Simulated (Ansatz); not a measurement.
# Aluminium, bcc under RPBE: ground state and equation of state

Aim: take aluminium in the bcc structure, relax it, solve it on a dense k-mesh, then scale the cell to 7 volumes from 88 to 112 % of the relaxed one and try a fit of the equation of state. Spin polarisation is left out. The k-meshes are 14×14×14 for the relaxation; 22×22×22 for the dense run; 15×15×15 for the volumes.

This is Al in the bcc structure; at room conditions it is fcc.

Program: Ansatz 0.2.0. Level of theory: DFT RPBE, plane waves (420 eV) with PAW, scalar-relativistic; PBE-made PAW files. These are calculated values, not measurements.

**1. The structure to begin with**

Symmetry: Im-3m, No. 229, cubic system. The conventional cell has a = 3.214 Å, b = 3.214 Å, c = 3.214 Å, α = 90.00°, β = 90.00°, γ = 90.00°. Al (site symmetry m-3m) is surrounded by 8 Al at 2.78 Å.

Coordinates:

```cif
data_structure
_symmetry_space_group_name_H-M 'P 1'
_symmetry_Int_Tables_number 1
_cell_length_a 2.7835
_cell_length_b 2.7835
_cell_length_c 2.7835
_cell_angle_alpha 109.471
_cell_angle_beta 109.471
_cell_angle_gamma 109.471
_cell_volume 16.60
loop_
_atom_site_label
_atom_site_type_symbol
_atom_site_fract_x
_atom_site_fract_y
_atom_site_fract_z
_atom_site_occupancy
Al1 Al 0.00000 0.00000 0.00000 1
```

**2. Relaxing cell and atoms**

Input file input.yaml:

```yaml
crystal:
  lattice:
    - [-1.607076888, 1.607076888, 1.607076888]
    - [1.607076888, -1.607076888, 1.607076888]
    - [1.607076888, 1.607076888, -1.607076888]
  atoms:
    - { symbol: Al, position: [0.0, 0.0, 0.0] }
hamiltonian:
  xc: rpbe
  pseudopotentials:
    kind: paw
    azcp:
      Al: "pseudopotentials/Al.paw.azcp"
basis:
  ecutwfc: 420
  fft_grid_basis: typed
kpoints:
  mp_grid: { grid: [14, 14, 14], shift: [0, 0, 0] }
magnetization:
  spin_polarized: false
scf:
  occupations: { method: fermi_dirac, width: 0.1 }
relax:
  max_steps: 60
  f_tol: 0.01
  cell: {}
```

Further steps of the session: Dense single point; Volume × 0.88; Volume × 0.92; Volume × 0.96; Volume × 1.0; Volume × 1.04; Volume × 1.08; Volume × 1.12.

What does the calculation give? Wanted: space group; conventional cell; volume; shortest distance; gap on the mesh; relative to fcc; V₀, B₀, B₀′.

As calculated:

```
                      quantity                         value
space group (spins left aside)               Im-3m (No. 229)
             conventional cell                   a = 3.257 Å
                        volume                17.273 Å³/atom
             shortest distance                       2.821 Å
               gap on the mesh  none (levels filled in part)
               relative to fcc                  +96 meV/atom
                   V₀, B₀, B₀′   17.230 Å³/atom, 67 GPa, 4.5
```

From the guessed start the volume grew by 4.0 % in 4 steps. Against the reference form of aluminium (fcc, computed apart with the same settings) it stands 96 meV/atom higher. Levels at the Fermi energy are filled in part, as in a metal. B₀ comes out at 67 GPa. The symmetry was held, so the structure may be unstable against distortions that break it.
